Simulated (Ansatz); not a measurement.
Take a crystal in which Ba has been replaced by Be on all its sites, with the cell rescaled by a rough guess (in some cases also distorted within its space group) and nothing relaxed:

```cif
data_structure
_symmetry_space_group_name_H-M 'P 1'
_symmetry_Int_Tables_number 1
_cell_length_a 4.6986
_cell_length_b 4.6986
_cell_length_c 2.6256
_cell_angle_alpha 90.000
_cell_angle_beta 90.000
_cell_angle_gamma 120.000
_cell_volume 50.20
loop_
_atom_site_label
_atom_site_type_symbol
_atom_site_fract_x
_atom_site_fract_y
_atom_site_fract_z
_atom_site_occupancy
Be1 Be 0.33333 0.66667 0.50000 1
Be2 Be 0.66667 0.33333 0.50000 1
```

Method: DFT r2SCAN, scalar-relativistic, plane waves, PAW (Ansatz 0.2.0).

Cutoff 500 eV; k points 12×12×16 on the computed 2-atom cell (Γ-centred); Gaussian smearing, width 0.10 eV; no spin polarisation.

(1) Will this cell want to expand or contract, and how hard?

(2) Is it a metal on this mesh?

Results:

(1) The pressure is -13.0 GPa (positive in compression), so the cell would contract.

(2) Yes, a band crosses the Fermi level.

This form isn't the element's structure at ambient conditions.